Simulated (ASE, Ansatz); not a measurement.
**Twisted 1T-TiS2 bilayer, 13.17° (114 atoms): support functions against a reference**

Aim: test how closely localised support functions follow the reference on twisted 1T-TiS2 bilayer, 13.17° (114 atoms), and at what cost. A setting counts as converged where the r.m.s. difference of forces stays under 1 % of the r.m.s. force.

Calculated with Ansatz 0.2.0; Kohn-Sham DFT, PBEsol, PAW (set soft_2), plane waves.

### Step 1. The structure

The cell holds 114 atoms: 38 Ti and 76 S. Cell: a = 14.864 Å, b = 14.864 Å, c = 20.860 Å, α = 90.0°, β = 90.0°, γ = 120.0°. It derives from TiS2 (1T-TiS2). 1T-TiS2 (a = 3.41 Å) under 1T-TiS2 (a = 3.41 Å), bilayer, commensurate cell of 19 unit cells a layer, twist 13.17 deg; facing planes 3.14 Å apart; 12 Å of vacuum; layers as built, displaced by a Gaussian of 0.01 Å. Regions: layer 1, 57 atoms (19 Ti and 38 S); layer 2, 57 atoms (19 Ti and 38 S). Vacuum lies along c.

What the set-up can't give: The functional has no dispersion term, which matters for the binding between molecules or layers. Beside vacuum, support functions can miss their usual error bounds without a warning. The main run has no spin polarisation, so moments on Ti can't form in it, and no Hubbard term. Sampling is at Γ alone, for a cell whose shortest periodic width is 13 Å.

### Step 2. Plane-wave single point

This run is the reference for what follows, at a cutoff of 420 eV.

Input file input.yaml:

```yaml
crystal:
  lattice:
    - [14.8638, 0.0, 0.0]
    - [-7.4319, 12.87243, 0.0]
    - [0.0, 0.0, 20.86]
  atoms:
    - { symbol: Ti, position: [0.05135, 0.63149, 0.35577] }
    - { symbol: S, position: [0.1748, 0.77034, 0.4247] }
    - { symbol: S, position: [0.19443, 0.6506, 0.28765] }
    - { symbol: Ti, position: [0.15663, 0.89562, 0.35571] }
    - { symbol: S, position: [0.27987, 0.03411, 0.42478] }
    - { symbol: S, position: [0.29729, 0.91265, 0.28787] }
    - { symbol: Ti, position: [0.9998, 0.00029, 0.35657] }
    - { symbol: S, position: [0.12273, 0.14056, 0.42485] }
    - { symbol: S, position: [0.13898, 0.0175, 0.28765] }
    - { symbol: Ti, position: [0.1058, 0.26449, 0.35631] }
    - { symbol: S, position: [0.22733, 0.40314, 0.42472] }
    - { symbol: S, position: [0.24584, 0.28147, 0.28666] }
    - { symbol: Ti, position: [0.21126, 0.52594, 0.35637] }
    - { symbol: S, position: [0.33301, 0.66693, 0.42405] }
    - { symbol: S, position: [0.35184, 0.54487, 0.28741] }
    - { symbol: Ti, position: [0.3154, 0.78835, 0.35602] }
    - { symbol: S, position: [0.4398, 0.9303, 0.42499] }
    - { symbol: S, position: [0.45628, 0.80616, 0.28728] }
    - { symbol: Ti, position: [0.26237, 0.15722, 0.35711] }
    - { symbol: S, position: [0.38496, 0.29794, 0.42485] }
    - { symbol: S, position: [0.40254, 0.17374, 0.28742] }
    - { symbol: Ti, position: [0.36813, 0.42161, 0.3556] }
    - { symbol: S, position: [0.49174, 0.56077, 0.42555] }
    - { symbol: S, position: [0.5086, 0.43847, 0.28715] }
    - { symbol: Ti, position: [0.47474, 0.68447, 0.35593] }
    - { symbol: S, position: [0.59553, 0.82451, 0.42463] }
    - { symbol: S, position: [0.61435, 0.70224, 0.28761] }
    - { symbol: Ti, position: [0.57876, 0.94731, 0.35619] }
    - { symbol: S, position: [0.70129, 0.08738, 0.42442] }
    - { symbol: S, position: [0.71965, 0.96626, 0.28704] }
    - { symbol: Ti, position: [0.42006, 0.05209, 0.35664] }
    - { symbol: S, position: [0.54305, 0.19428, 0.42425] }
    - { symbol: S, position: [0.56096, 0.07071, 0.28779] }
    - { symbol: Ti, position: [0.52576, 0.31665, 0.35608] }
    - { symbol: S, position: [0.64994, 0.45698, 0.42406] }
    - { symbol: S, position: [0.66638, 0.33312, 0.28718] }
    - { symbol: Ti, position: [0.63187, 0.5801, 0.35562] }
    - { symbol: S, position: [0.75485, 0.71956, 0.42485] }
    - { symbol: S, position: [0.77144, 0.59638, 0.28782] }
    - { symbol: Ti, position: [0.73706, 0.84137, 0.35676] }
    - { symbol: S, position: [0.85937, 0.98291, 0.42459] }
    - { symbol: S, position: [0.87725, 0.85824, 0.28727] }
    - { symbol: Ti, position: [0.68308, 0.21067, 0.35623] }
    - { symbol: S, position: [0.80785, 0.3516, 0.42479] }
    - { symbol: S, position: [0.82473, 0.22919, 0.28773] }
    - { symbol: Ti, position: [0.78899, 0.47288, 0.35625] }
    - { symbol: S, position: [0.91367, 0.61512, 0.425] }
    - { symbol: S, position: [0.9294, 0.49034, 0.28776] }
    - { symbol: Ti, position: [0.89584, 0.73651, 0.35665] }
    - { symbol: S, position: [0.01722, 0.87726, 0.42499] }
    - { symbol: S, position: [0.03425, 0.75427, 0.28724] }
    - { symbol: Ti, position: [0.84159, 0.10516, 0.35665] }
    - { symbol: S, position: [0.96571, 0.24529, 0.4242] }
    - { symbol: S, position: [0.98344, 0.12324, 0.28734] }
    - { symbol: Ti, position: [0.94612, 0.36819, 0.35648] }
    - { symbol: S, position: [0.0704, 0.50774, 0.42474] }
    - { symbol: S, position: [0.08782, 0.38693, 0.2872] }
    - { symbol: Ti, position: [0.97237, 0.87107, 0.64387] }
    - { symbol: S, position: [0.11196, 0.994, 0.71352] }
    - { symbol: S, position: [0.09468, 0.85264, 0.57561] }
    - { symbol: Ti, position: [0.91997, 0.45041, 0.64391] }
    - { symbol: S, position: [0.06014, 0.57279, 0.71193] }
    - { symbol: S, position: [0.04322, 0.43329, 0.57515] }
    - { symbol: Ti, position: [0.07649, 0.71362, 0.64349] }
    - { symbol: S, position: [0.21851, 0.83568, 0.7129] }
    - { symbol: S, position: [0.20039, 0.69623, 0.57514] }
    - { symbol: Ti, position: [0.23502, 0.97632, 0.64416] }
    - { symbol: S, position: [0.37551, 0.09935, 0.71236] }
    - { symbol: S, position: [0.35711, 0.95794, 0.57526] }
    - { symbol: Ti, position: [0.86767, 0.02886, 0.6435] }
    - { symbol: S, position: [0.00771, 0.15081, 0.71243] }
    - { symbol: S, position: [0.98991, 0.01096, 0.57536] }
    - { symbol: Ti, position: [0.02394, 0.29165, 0.64362] }
    - { symbol: S, position: [0.16571, 0.41532, 0.71252] }
    - { symbol: S, position: [0.14866, 0.27478, 0.57565] }
    - { symbol: Ti, position: [0.18257, 0.55607, 0.64325] }
    - { symbol: S, position: [0.32332, 0.67737, 0.71272] }
    - { symbol: S, position: [0.30537, 0.53802, 0.57434] }
    [... 30 atom lines left out ...]
    - { symbol: Ti, position: [0.81345, 0.60743, 0.64302] }
    - { symbol: S, position: [0.95371, 0.72979, 0.7122] }
    - { symbol: S, position: [0.93774, 0.59037, 0.57522] }
    - { symbol: Ti, position: [0.76206, 0.18598, 0.64404] }
    - { symbol: S, position: [0.90198, 0.30944, 0.71259] }
    - { symbol: S, position: [0.88546, 0.17062, 0.57598] }
kpoints:
  mp_grid: { grid: [1, 1, 1] }
hamiltonian:
  xc: pbesol
scf:
  occupations: { method: fermi_dirac, width: 0.05 }
output:
  forces: true
  populations: true
  dos:
    method: { smearing: { sigma: 0.15 } }
    de: 0.1
    projected:
      site_lists:
        S: [S]
        Ti: [Ti]
        layer_1: [0, 1, 2, 3, 4, 5, 6, 7, 8, 9, 10, 11, 12, 13, 14, 15, 16, 17, 18, 19, 20, 21, 22, 23, 24, 25, 26, 27, 28, 29, 30, 31, 32, 33, 34, 35, 36, 37, 38, 39, 40, 41, 42, 43, 44, 45, 46, 47, 48, 49, 50, 51, 52, 53, 54, 55, 56]
        layer_2: [57, 58, 59, 60, 61, 62, 63, 64, 65, 66, 67, 68, 69, 70, 71, 72, 73, 74, 75, 76, 77, 78, 79, 80, 81, 82, 83, 84, 85, 86, 87, 88, 89, 90, 91, 92, 93, 94, 95, 96, 97, 98, 99, 100, 101, 102, 103, 104, 105, 106, 107, 108, 109, 110, 111, 112, 113]
  eigenvalues: true
```

Command:

```bash
> ansatz run input.yaml --threads 32 --pin off --max-ram 143360MiB --backend cuda --events-out ev --progress --plain --runs-dir out
```

Numbers of over 12 decimals in the logs are rounded to 6 here.

What it wrote:

```text
Engine: ansatz 0.2.0, aarch64-unknown-linux-gnu
Pseudopotentials: kind: paw
Pseudopotential: Ti, paw, valence charge 12, recommended cutoff 420 eV (normal), Ti.paw.azcp
Pseudopotential: S, paw, valence charge 6, recommended cutoff 420 eV (normal), S.paw.azcp
Functional definition: PBEsol
  exchange = pbesol_x
  correlation = pbesol_c
device memory: the entry about to start is reckoned to put 8.8 GiB on a device that reports 182.5 GiB free
GPU FFT provider: cuFFT
GPU libraries: cuBLAS 13.8.1, cuFFT 12.4.0, cuSOLVER 12.3.2
GPU matrix products: emulated (plane waves: as basis.precision tells), large ones in fixed point in workspaces of 1.00 GiB
Crystal: 114 atoms, lattice volume = 3991.211 Å³
Basis set: ecut = 420 eV, 77955 PW (Γ), exchange–correlation on 200×200×288 points (8 copies of the dense FFT grid, shifted against one another)
Bands: 570, of which v1, the nominal top of the filled ones, is band 456 counted from 1 (455 counted from 0)
Symmetry: 1 space group operations
Space group: P1 (ITA 1), of the structure as read, at distance tolerance 1.6e-4 Å
k-points: 1
Non-local potential: Ti, projectors of the file, l = 0: 3, l = 1: 2, l = 2: 3, l = 3: 1
Non-local potential: S, projectors of the file, l = 0: 2, l = 1: 2, l = 2: 2
PAW form: soft (Blöchl's): semilocal exchange-correlation on the pseudo side does not see the compensation charge
PAW frozen core: Ti, regenerated for the run's functional, and the local potential with it (the file was generated under x = pbe(κ = 0.804, μ = 0.219515), c = pbe(β = 0.066725))
PAW frozen core: S, regenerated for the run's functional, and the local potential with it (the file was generated under x = pbe(κ = 0.804, μ = 0.219515), c = pbe(β = 0.066725))
PAW one-centre angular grid: Ti, 590 points (default); XC on 64 Gauss nodes
PAW one-centre angular grid: S, 110 points (default); XC on 64 Gauss nodes
Initial density: superposition of atomic densities (neutral atoms: chi_scale 0, normalization atom), corrected by the library's trained network
Initial wavefunctions: pseudopotential atomic-orbital guess
GPU buffer pool allocated for 1440000 grid points (all kernels)
GPU transforms: local potential and band sums: pruned to the plane-wave sphere, on 100×100×144
Functional: x = pbesol(κ = 0.804, μ = 0.123457), c = pbesol(β = 0.046)
SCF iter   1: F=—  HF=-161410.375693 eV  |F-HF|=—  |Δ(HF+E_count)|=         —  Δρ=3.53e-3  dr2=6.00e-1  ethr=1.77e-3  ⟨swp⟩=6.0  Hψ=2260  notcnv=0
preconditioner: auto → LDOS  [metal: Δε(μ)=0.082 eV  Ē_g=6.432 eV  σ=0.050 eV  W_gap=0.39  n_scr=650 (ndim 8)  ℏωp=14.5 eV  f_vac=0.423  D(μ)=75.80/eV (n_scr^D=426)  β→1.0]
SCF iter   2: F=—  HF=-161410.279713 eV  |F-HF|=—  |Δ(HF+E_count)|=   9.60e-2  Δρ=1.88e-3  dr2=1.25e-1  ethr=6.58e-5  ⟨swp⟩=2.0  Hψ=1208  notcnv=0  defer=18
SCF iter   3: F=—  HF=-161410.266669 eV  |F-HF|=—  |Δ(HF+E_count)|=   1.30e-2  Δρ=7.00e-4  dr2=2.88e-2  ethr=1.37e-5  ⟨swp⟩=2.0  Hψ=1104  notcnv=0  defer=18
SCF iter   4: F=—  HF=-161410.266382 eV  |F-HF|=—  |Δ(HF+E_count)|=   2.87e-4  Δρ=1.93e-4  dr2=3.04e-3  ethr=3.16e-6  ⟨swp⟩=2.0  Hψ=783  notcnv=0  defer=18
SCF iter   5: F=—  HF=-161410.258307 eV  |F-HF|=—  |Δ(HF+E_count)|=   8.08e-3  Δρ=5.38e-5  dr2=6.73e-4  ethr=3.34e-7  ⟨swp⟩=2.0  Hψ=862  notcnv=0  defer=18
SCF iter   6: F=—  HF=-161410.258254 eV  |F-HF|=—  |Δ(HF+E_count)|=   5.31e-5  Δρ=2.22e-5  dr2=1.27e-4  ethr=7.38e-8  ⟨swp⟩=2.0  Hψ=792  notcnv=0  defer=18
SCF iter   7: F=—  HF=-161410.259632 eV  |F-HF|=—  |Δ(HF+E_count)|=   1.38e-3  Δρ=9.68e-6  dr2=1.18e-5  ethr=1.40e-8  ⟨swp⟩=2.0  Hψ=628  notcnv=0  defer=18
SCF iter   8: F=—  HF=-161410.259634 eV  |F-HF|=—  |Δ(HF+E_count)|=   1.53e-6  Δρ=3.85e-6  dr2=2.14e-6  ethr=1.29e-9  ⟨swp⟩=2.0  Hψ=855  notcnv=0  defer=18
SCF iter   9: F=—  HF=-161410.259634 eV  |F-HF|=—  |Δ(HF+E_count)|=   4.28e-7  Δρ=1.35e-6  dr2=4.40e-7  ethr=2.35e-10  ⟨swp⟩=2.0  Hψ=733  notcnv=0  defer=18
SCF iter  10: F=-161410.259634 eV  HF=-161410.259634 eV  |F-HF|=6.66e-8  |Δ(HF+E_count)|=   1.34e-8  Δρ=5.57e-7  dr2=2.38e-8  ethr=1.10e-11  ⟨swp⟩=10.0  Hψ=2055  notcnv=0
SCF 1 converged in 10 iterations: F = -161410.259634 eV  dr2 = 2.38e-8
  greatest PAW one-centre occupation: 0.999 electrons in one spin orbital (limit 2), on the Ti atom at site 78 (counted from 0), in its partial waves of l = 0
SCF converged after 10 iterations
Free energy (F): -161410.259634 eV
Harris-Foulkes:  -161410.259634 eV  (|F-HF|=6.66e-8)
Internal energy: -161409.678671 eV  (E = F + TS)
E sigma→0 (E₀):  -161409.969153 eV
Entropy (-TS):   -0.580963 eV (-5.096 meV/atom)
Fermi energy:    1.659293 eV
--- Per-component energies (eV) ---
  E_band       = -13781.068112
  E_kinetic    = 18371.725274
  E_local      = -361848.640240  (includes V_loc(G=0)·N_el)
  E_nonlocal   = 2441.053143
  E_hartree    = 172638.213495
  E_xc         = -10980.778523
  E_vxc        = -11256.534686  (∫ρ·V_xc dr)
  E_paw        = -83193.915035  (= ΣΔE_a)
  E_vpaw       = -6765.057678  (= ΣTr[D̂ρ^β])
  E_aug_tail   = 0.004924  (compensation charges beyond the density's cutoff)
  E_ewald      = 101152.653540
  E_core_change = 10.004751  (= ΣΔE_core)
  E_smearing   = -0.580963  (= −TS)
  E_closure    = -0.000000  (closes the sum)
  Σ components = -161410.259634   (vs F -161410.259634, Δ=0.00e0)
--- Forces (eV/Å), atoms counted from 1 ---
[... 114 lines of forces left out ...]
  max |Σ_I F_I| component: 5.76e-5 eV/Å
--- Band table (eV) ---
[... left out ...]
--- Löwdin populations: 114 sites ---
  site symbol       q [e]
[... 114 lines, one an atom, left out ...]
  spilling = 0.006706 (of n_electrons = 912.000000)
```

The job ended after 2.8 s (1 × NVIDIA GB200 with 32 threads of Arm Neoverse V2, shared host; peak memory 1.9 GiB).

That memory is the host's; the program planned up to 8.8 GiB on the GPU. Forces of this run were stored rounded, and per-atom blocks of the log weren't kept.

Numbers from this run:

| Quantity | Value |
| --- | --- |
| free energy | -161410.2596 eV |
| free energy per atom | -1415.8795 eV/atom |
| SCF cycles | 10 |
| r.m.s. force component | 0.174 eV/Å |
| longest force | 0.5343 eV/Å |
| Fermi energy | 1.659 eV |
| levels partly filled by over 2 per cent | 13 |
| spilling of the projection | 0.006706 |

Length of the force by element:

```tsv
element	coordination	atoms	mean length of the force (eV/Å)	spread	least	most
S	all	76	0.343	0.0833	0.169	0.534
Ti	all	38	0.139	0.0616	0.0197	0.262
```

Löwdin charges by element (they lack the spilled electrons, 0.054 e an atom on average):

```tsv
element	coordination	atoms	mean charge (e)	spread	least	most
S	all	76	-0.302	0.0054	-0.313	-0.292
Ti	all	38	0.766	0.0034	0.759	0.773
```

By region:

```tsv
region	atoms	mean length of the force (eV/Å)
layer 1	57	0.289
layer 2	57	0.261
```

States in the cell by windows of 1 eV, zero at the Fermi level; some projections on atomic orbitals stand beside the total:

```tsv
from (eV)	to (eV)	total	S p	layer 1	Ti d	S s
-18	-14	0.0	0.0	0.0	0.0	0.0
-14	-13	16.4	0.3	8.0	0.1	10.4
-13	-12	85.7	1.5	42.6	4.8	72.1
-12	-11	50.0	0.6	25.3	4.0	44.4
-11	-6	0.0	0.0	0.0	0.0	0.0
-6	-5	5.4	3.6	2.5	1.0	0.2
-5	-4	102.1	75.6	50.3	16.6	2.4
-4	-3	82.8	59.3	40.7	18.2	1.8
-3	-2	150.1	101.3	74.5	42.0	3.3
-2	-1	93.4	75.6	46.0	14.3	1.4
-1	0	20.5	18.2	10.1	1.9	0.2
0	1	81.4	15.3	39.9	63.2	0.7
```

The stored curve holds about 606 of the 912 electrons; the rest, give or take the few that broadening carries across the Fermi level, lie in deeper levels below its range.

Not all projections were asked for or kept, so they needn't add up to the total.

The levels nearest the highest filled one (over half full), pooled over k-points and spins:

```tsv
level less the highest filled one (eV)	occupation
-0.672	2
-0.643	2
-0.0069	1.43
-0.0046	1.41
-0.0038	1.41
0	1.37
0.0946	0.497
0.100	0.457
0.101	0.453
0.138	0.242
0.143	0.223
0.145	0.217
```

Mean Löwdin charges: S -0.30, Ti +0.77 e (they miss 0.67 % of the electrons, so they add up to more than the cell's charge). Just under the Fermi level the largest share is S p (75 % of the projected weight), just over it Ti d (71 % of the projected weight).

### Step 3. Local order

Bonds and neighbours are counted at the geometry of the runs.

Normalised to the volume that the atoms fill. Pair distribution functions g(r), in bins of 0.1 Å:

```tsv
r (Å)	total	S-S	S-Ti	Ti-Ti
2.35	0.00	0.00	0.00	0.00
2.45	9.86	0.00	22.20	0.00
2.55	0.00	0.00	0.00	0.00
2.65	0.00	0.00	0.00	0.00
2.75	0.00	0.00	0.00	0.00
2.85	0.00	0.00	0.00	0.00
2.95	0.00	0.00	0.00	0.00
3.05	0.00	0.00	0.00	0.00
3.15	0.08	0.17	0.00	0.00
3.25	0.05	0.11	0.00	0.00
3.35	1.75	2.88	0.00	4.24
3.45	8.32	14.20	0.00	18.20
3.55	0.14	0.32	0.00	0.00
3.65	0.08	0.17	0.00	0.00
3.75	0.09	0.20	0.00	0.00
3.85	0.03	0.08	0.00	0.00
3.95	0.11	0.26	0.00	0.00
4.05	0.06	0.14	0.00	0.00
4.15	2.67	0.17	5.84	0.00
4.25	0.79	0.13	1.64	0.00
4.35	0.09	0.21	0.00	0.00
4.45	0.08	0.17	0.00	0.00
4.55	0.10	0.14	0.08	0.00
4.65	0.18	0.11	0.29	0.00
4.75	0.17	0.10	0.28	0.00
4.85	1.40	2.91	0.25	0.00
4.95	0.24	0.21	0.33	0.00
5.05	0.18	0.11	0.29	0.00
5.15	0.14	0.11	0.20	0.00
5.25	0.20	0.13	0.31	0.00
5.35	2.10	0.12	4.60	0.00
5.45	2.27	0.19	4.92	0.00
5.55	0.12	0.09	0.17	0.00
5.65	0.18	0.13	0.29	0.00
5.75	0.15	0.12	0.21	0.00
5.85	1.00	1.38	0.30	2.27
5.95	3.44	6.28	0.15	5.24
6.05	0.32	0.38	0.24	0.44
6.15	0.28	0.29	0.23	0.43
6.25	0.29	0.32	0.22	0.47
6.35	0.28	0.33	0.20	0.40
6.45	0.26	0.24	0.22	0.55
6.55	0.29	0.34	0.21	0.38
6.65	0.30	0.40	0.22	0.21
```

Bonds by pair of elements; cutoffs follow the first minimum of g(r), held within bounds set by covalent radii, and pairs that aren't listed don't count as bonded:

```tsv
pair A-B	cutoff (Å)	bonds	mean length (Å)	spread (Å)	shortest (Å)	B about A	A about B
S-Ti	3.1	228	2.43	0.013	2.4	3	6
```

How many atoms have how many bonded neighbours:

```tsv
element	mean	3	6
S	3	76	0
Ti	6	0	38
```

Bond angles (no mean is given where the spread exceeds 20°):

```tsv
angle	count	mean (°)	spread (°)
S-Ti-S	570	-	-
Ti-S-Ti	228	89	0.4
```

For some of the pairs, g(r) has its first main peak near 3.43 Å (S-S), 2.43 Å (S-Ti) and 3.42 Å (Ti-Ti). By these cutoffs all S atoms have 3 and all Ti atoms have 6 bonded neighbours.

[end of part 1 of 2]

[Logs are printed without paths, hosts, clocks, repeated set-up lines and the standing remarks that a program may print on its own settings, such as how far it seeks lower states.]

[Hosts, paths, dates, database ids (printed as entryN), source tags and the programs' standing remarks are cut or masked in the printed files.]
